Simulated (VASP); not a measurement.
# BP in VASP: one cell, several levels of theory, part 2 of 2

VASP 6.6.1, plane waves, PAW. Earlier steps stand in the parts before.

### 3 r2SCAN at this geometry

INCAR reads:

```
ENCUT = 520.000000
SIGMA = 0.010000
EDIFF = 1.00e-07
ALGO = Normal
METAGGA = R2SCAN
PREC = Accurate
IBRION = -1
ISIF = 2
ISMEAR = 0
NBANDS = 11
NELM = 120
NSW = 0
LASPH = .TRUE.
LCHARG = .FALSE.
LWAVE = .FALSE.
LREAL = .FALSE.
```

KPOINTS reads:

```
KPOINTS created by Atomic Simulation Environment
0
Gamma
10 10 10
0 0 0
```

KPOINTS_OPT reads:

```
special points
7
Reciprocal
0.0000000000 0.0000000000 0.0000000000 1
-0.5000000000 -0.5000000000 0.0000000000 1
-0.3750000000 -0.3750000000 0.2500000000 1
-0.3750000000 0.0000000000 0.3750000000 1
0.0000000000 0.0000000000 0.5000000000 1
-0.5000000000 -0.2500000000 0.2500000000 1
0.0000000000 0.4166670000 0.4166670000 1
```

POSCAR reads:

```
B  P
 1.0000000000000000
     0.0000000000000000    2.2456325121999998    2.2456325121999998
     2.2456325121999998    0.0000000000000000    2.2456325121999998
     2.2456325121999998    2.2456325121999998    0.0000000000000000
 B   P
   1   1
Cartesian
  0.0000000000000000  0.0000000000000000  0.0000000000000000
  1.1228162560999999  1.1228162560999999  1.1228162560999999
```

Started as:

```
$ mpirun -np 1 vasp_std
```

Printed to the terminal (iteration lines stand in OSZICAR):

```text
POSCAR found type information on POSCAR B P
 POSCAR found :  2 types and       2 ions
 -----------------------------------------------------------------------------
|                                                                             |
|                                                                             |
|     You enforced a specific xc type in the INCAR file but a different       |
|     I HOPE YOU KNOW WHAT YOU ARE DOING!                                     |
|                                                                             |
 -----------------------------------------------------------------------------

 LDA part: xc-table for (None), standard interpolation
 POSCAR, INCAR and KPOINTS ok, starting setup
 FFT: planning ... GRIDC
 FFT: planning ... GRID_SOFT
 FFT: planning ... GRID
 WAVECAR not read
 entering main loop
 Start KPOINTS_OPT (optional k-point list driver)
k-point batch [1-7\7]
```

OSZICAR:

```text
N       E                     dE             d eps       ncg     rms          rms(c)
DAV:   1     0.464696456005E+01    0.46470E+01   -0.41004E+03  1042   0.675E+02
DAV:   2    -0.185838586325E+02   -0.23231E+02   -0.22274E+02  1375   0.115E+02
DAV:   3    -0.192104575443E+02   -0.62660E+00   -0.62494E+00  1331   0.161E+01
DAV:   4    -0.192125642896E+02   -0.21067E-02   -0.21066E-02  1177   0.108E+00
DAV:   5    -0.192125744535E+02   -0.10164E-04   -0.10164E-04  1296   0.750E-02    0.828E+00
DAV:   6    -0.173595674630E+02    0.18530E+01   -0.10924E+00  1188   0.560E+00    0.496E+00
DAV:   7    -0.173045363587E+02    0.55031E-01   -0.23583E-01  1236   0.261E+00    0.146E+00
DAV:   8    -0.173013847779E+02    0.31516E-02   -0.17356E-02  1235   0.995E-01    0.172E-01
DAV:   9    -0.173016871304E+02   -0.30235E-03   -0.84234E-04  1218   0.209E-01    0.722E-02
DAV:  10    -0.173017590561E+02   -0.71926E-04   -0.85052E-05  1135   0.681E-02    0.227E-02
DAV:  11    -0.173017587256E+02    0.33056E-06   -0.91455E-06  1283   0.189E-02    0.155E-02
DAV:  12    -0.173017594521E+02   -0.72649E-06   -0.53447E-07  1216   0.514E-03    0.183E-03
DAV:  13    -0.173017595744E+02   -0.12231E-06   -0.15110E-07   640   0.205E-03    0.174E-03
DAV:  14    -0.173017595593E+02    0.15078E-07   -0.90615E-09   601   0.659E-04
   1 F= -.17301760E+02 E0= -.17301760E+02  d E =-.166815E-12
       N       E                     dE             ncg
DAV:   1     0.551080769611E+03   -0.21223E+04      154
DAV:   2     0.387309168193E+03   -0.16377E+03      232
DAV:   3     0.382525209285E+03   -0.47840E+01      193
DAV:   4     0.382504116207E+03   -0.21093E-01      200
DAV:   5     0.382504045436E+03   -0.70771E-04      192
DAV:   6     0.382504045051E+03   -0.38497E-06      178
DAV:   7     0.382504045048E+03   -0.31160E-08      200
```

Parts of OUTCAR:

```text
k-points           NKPTS =     47   k-points in BZ     NKDIM =     47   number of bands    NBANDS=     11

   NELECT =       8.0000    total number of electrons

   dimension x,y,z NGX =    24 NGY =   24 NGZ =   24
   dimension x,y,z NGXF=    48 NGYF=   48 NGZF=   48

  energy-cutoff  :      520.00
  volume of cell :       22.65
      direct lattice vectors                 reciprocal lattice vectors
     0.000000000  2.245632512  2.245632512    -0.222654418  0.222654418  0.222654418
     2.245632512  0.000000000  2.245632512     0.222654418 -0.222654418  0.222654418
     2.245632512  2.245632512  0.000000000     0.222654418  0.222654418 -0.222654418

 k-points in reciprocal lattice and weights: KPOINTS created by Atomic Simulation Env
   0.00000000  0.00000000  0.00000000       0.001
   0.10000000  0.00000000  0.00000000       0.008
   0.20000000  0.00000000  0.00000000       0.008
   0.30000000  0.00000000  0.00000000       0.008
   0.40000000  0.00000000  0.00000000       0.008
   0.50000000  0.00000000  0.00000000       0.004
   0.10000000  0.10000000  0.00000000       0.006
   0.20000000  0.10000000  0.00000000       0.024
[... 39 more k-points ...]

 E-fermi :   7.8058

 k-point     1 :       0.0000    0.0000    0.0000
  band No.  band energies     occupation
      1      -8.7862      2.00000
      2       7.7629      2.00000
      3       7.7629      2.00000
      4       7.7629      2.00000
      5      11.4521      0.00000
      6      11.4521      0.00000
      7      11.4521      0.00000
      8      16.2765      0.00000
      9      20.4085      0.00000
     10      20.4977      0.00000
     11      20.4977      0.00000

 k-point     2 :       0.1000    0.0000    0.0000
  band No.  band energies     occupation
      1      -8.5920      2.00000
      2       6.3691      2.00000
      3       7.4428      2.00000
      4       7.4428      2.00000
      5      11.8980      0.00000
      6      11.8980      0.00000
      7      11.9744      0.00000
      8      16.7851      0.00000
      9      19.8045      0.00000
     10      19.8045      0.00000
     11      21.0162      0.00000

 k-point     3 :       0.2000    0.0000    0.0000
  band No.  band energies     occupation
      1      -8.0165      2.00000
      2       3.8575      2.00000
      3       6.8367      2.00000
      4       6.8367      2.00000
      5      12.2813      0.00000
      6      12.6769      0.00000
      7      12.6769      0.00000
      8      17.9381      0.00000
      9      19.1954      0.00000
     10      19.1954      0.00000
     11      21.8840      0.00000

 k-point     4 :       0.3000    0.0000    0.0000
  band No.  band energies     occupation
      1      -7.0901      2.00000
      2       1.3207      2.00000
      3       6.3072      2.00000
      4       6.3072      2.00000
      5      12.2367      0.00000
      6      13.0067      0.00000
      7      13.0067      0.00000
      8      18.7782      0.00000
      9      19.8707      0.00000
     10      19.8707      0.00000
     11      22.1755      0.00000

 k-point     5 :       0.4000    0.0000    0.0000
  band No.  band energies     occupation
      1      -5.9291      2.00000
      2      -0.8625      2.00000
      3       5.9719      2.00000
      4       5.9719      2.00000
      5      12.1389      0.00000
      6      12.9031      0.00000
      7      12.9031      0.00000
      8      18.8684      0.00000
      9      21.7586      0.00000
     10      21.7586      0.00000
     11      23.1892      0.00000

 k-point     6 :       0.5000    0.0000    0.0000
  band No.  band energies     occupation
      1      -5.1705      2.00000
      2      -1.9694      2.00000
      3       5.8587      2.00000
      4       5.8587      2.00000
      5      12.0984      0.00000
      6      12.8120      0.00000
      7      12.8120      0.00000
      8      18.8011      0.00000
      9      23.4586      0.00000
     10      23.4586      0.00000
     11      23.9626      0.00000

 k-point     7 :       0.1000    0.1000    0.0000
  band No.  band energies     occupation
      1      -8.5272      2.00000
      2       6.8446      2.00000
      3       6.8446      2.00000
      4       6.9418      2.00000
      5      11.0098      0.00000
      6      12.6687      0.00000
      7      12.6687      0.00000
      8      16.5235      0.00000
      9      19.0148      0.00000
     10      20.7804      0.00000
     11      21.2457      0.00000

 k-point     8 :       0.2000    0.1000    0.0000
  band No.  band energies     occupation
      1      -8.0780      2.00000
      2       4.7262      2.00000
      3       6.1616      2.00000
      4       6.6907      2.00000
      5      11.2001      0.00000
      6      13.3891      0.00000
      7      13.6549      0.00000
      8      16.1445      0.00000
      9      19.3316      0.00000
     10      20.6266      0.00000
     11      22.3183      0.00000

 k-point     9 :       0.3000    0.1000    0.0000
  band No.  band energies     occupation
      1      -7.2649      2.00000
      2       2.2276      2.00000
      3       5.6617      2.00000
      4       6.0695      2.00000
      5      11.7391      0.00000
      6      13.5608      0.00000
      7      14.1297      0.00000
      8      16.2450      0.00000
      9      20.4567      0.00000
     10      21.0181      0.00000
     11      22.7443      0.00000

 k-point    10 :       0.4000    0.1000    0.0000
  band No.  band energies     occupation
      1      -6.1596      2.00000
      2      -0.0766      2.00000
      3       5.4291      2.00000
      4       5.4517      2.00000
      5      11.9042      0.00000
      6      13.4945      0.00000
      7      13.9379      0.00000
      8      17.5079      0.00000
      9      20.9320      0.00000
     10      22.5735      0.00000
     11      23.5730      0.00000

 k-point    11 :       0.5000    0.1000    0.0000
  band No.  band energies     occupation
      1      -5.1204      2.00000
      2      -1.6804      2.00000
      3       4.9975      2.00000
      4       5.4779      2.00000
      5      11.9984      0.00000
      6      13.4191      0.00000
      7      13.5626      0.00000
      8      18.9143      0.00000
      9      21.4175      0.00000
     10      23.4474      0.00000
     11      24.4176      0.00000

 k-point    12 :      -0.4000    0.1000    0.0000
  band No.  band energies     occupation
      1      -5.4015      2.00000
      2      -1.2833      2.00000
      3       4.7766      2.00000
      4       5.7882      2.00000
      5      12.2497      0.00000
      6      13.3027      0.00000
      7      13.4622      0.00000
      8      19.1160      0.00000
      9      21.1877      0.00000
     10      22.0416      0.00000
     11      24.4366      0.00000

 k-point    13 :      -0.3000    0.1000    0.0000
  band No.  band energies     occupation
      1      -6.5525      2.00000
      2       0.6551      2.00000
      3       4.8293      2.00000
      4       6.3121      2.00000
      5      12.5769      0.00000
      6      13.1124      0.00000
      7      13.6293      0.00000
      8      18.2550      0.00000
      9      19.0508      0.00000
     10      21.8608      0.00000
     11      23.7674      0.00000

 k-point    14 :      -0.2000    0.1000    0.0000
  band No.  band energies     occupation
      1      -7.5751      2.00000
      2       3.0578      2.00000
      3       5.1814      2.00000
      4       6.9530      2.00000
      5      12.6542      0.00000
      6      12.7440      0.00000
      7      13.5833      0.00000
      8      17.3350      0.00000
      9      18.0918      0.00000
     10      21.3674      0.00000
     11      22.8230      0.00000

 k-point    15 :      -0.1000    0.1000    0.0000
  band No.  band energies     occupation
      1      -8.2704      2.00000
      2       5.3422      2.00000
      3       5.9812      2.00000
      4       7.4756      2.00000
      5      11.9727      0.00000
      6      12.4211      0.00000
      7      12.9392      0.00000
      8      17.0903      0.00000
      9      18.5374      0.00000
     10      20.3584      0.00000
     11      21.8935      0.00000

 k-point    16 :       0.2000    0.2000    0.0000
  band No.  band energies     occupation
      1      -7.7570      2.00000
      2       5.0095      2.00000
      3       5.4199      2.00000
      4       5.4199      2.00000
      5      10.1739      0.00000
      6      14.4018      0.00000
      7      14.9569      0.00000
      8      14.9569      0.00000
      9      20.0826      0.00000
     10      21.6166      0.00000
     11      23.3363      0.00000

[... the tables of k-points 17 to 47 left out ...]

  Total        0.6860746      0.6860746      0.6860746      0.0000000     -0.0000000      0.0000000
  in kB       48.5328606     48.5328606     48.5328606      0.0000000     -0.0000000      0.0000000
  external PRESSURE =      48.5328606 kB  Pullay stress =       0.0000000 kB

 POSITION                                       TOTAL-FORCE (eV/Angst)
 -----------------------------------------------------------------------------------
      0.00000      0.00000      0.00000         0.000000      0.000000      0.000000
      1.12282      1.12282      1.12282        -0.000000     -0.000000     -0.000000
 -----------------------------------------------------------------------------------
    total drift:                                0.000000      0.000000      0.000000

  FREE ENERGIE OF THE ION-ELECTRON SYSTEM (eV)
  ---------------------------------------------------
  free  energy   TOTEN  =       -17.3017595593 eV

  energy  without entropy=      -17.3017595593  energy(sigma->0) =      -17.30175956
```

Hardware: 1 MPI rank of Intel Xeon Platinum 8488C, shared host.

The levels at the points of KPOINTS_OPT are read from vasprun.xml.

Levels at the named points, in eV from the top of band v (v: the last filled band by count, c: the next):

```tsv
point	v−1	v	c	c+1
Γ	0.00	0.00	3.69	3.69
X	-4.46	-4.46	1.48	1.88
U	-6.70	-3.80	2.38	6.52
K	-6.70	-3.80	2.38	6.52
L	-1.90	-1.90	4.34	5.05
W	-6.11	-5.91	5.78	7.27
```

The r2SCAN gap is 1.40 eV and indirect (Γ to (0.00, 0.42, 0.42)), with 3.69 eV as the least direct one. The pressure is 4.85 GPa; the forces vanish within 0.01 eV/Å.

### 4 Summary

The summary covers parts 1 to 2.

```
 level  gap (eV)  pressure (GPa)  Ansatz: gap (eV)  Ansatz: pressure (GPa)
   PBE      1.19            6.35              1.19                    6.61
r2SCAN      1.40            4.85              1.37                    5.39
```

**Reading.** The gap spans 1.19 eV (PBE) to 1.40 eV (r2SCAN). At this one volume the pressure spans 4.9 GPa (r2SCAN) to 6.3 GPa (PBE): PBE wants the largest cell and r2SCAN the smallest. The two programs agree on the gap within 0.04 eV, far less than the spread between functionals. Datasets and cutoffs are each program's own.
